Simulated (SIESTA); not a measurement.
The system is PbSe (Clausthalite).

```
CELL_PARAMETERS angstrom
0.00000 3.06065 3.06065
3.06065 0.00000 3.06065
3.06065 3.06065 0.00000
ATOMIC_POSITIONS crystal
Pb 0.00000 0.00000 0.00000
Se 0.50000 0.50000 0.50000
```

Base run:

```yaml
Program: SIESTA 5.4.2
Functional: PBE
Potentials_or_basis: PseudoDojo 0.4 standard (PBE files)
Basis: DZ (energy shift 0.003 Ry; two zetas on semicore shells)
Grid_cutoff: 500 Ry
Energy_shift: 0.003 Ry
k_mesh: 8 × 8 × 8
Occupations: fermi-dirac, width 0.05 eV
Spin: no spin polarisation
```

Its results: band gap on the k mesh 0.49 eV, direct; pressure 3.4 GPa.

The run is repeated on the same cell with these changes: basis from DZ (energy shift 0.003 Ry; two zetas on semicore shells) to DZDP (energy shift 0.003 Ry; two zetas on semicore shells). What comes out?

Band gap on the k mesh 0.37 eV, direct; pressure 3.5 GPa.

Caveats: spin-orbit coupling is left out, which as a rule narrows the gap of such compounds by several tenths of an eV; the basis of atomic orbitals isn't converged, which shifts pressures, moduli and gaps; the basis has no polarisation orbitals (some runs).

A k mesh can miss the band edges.
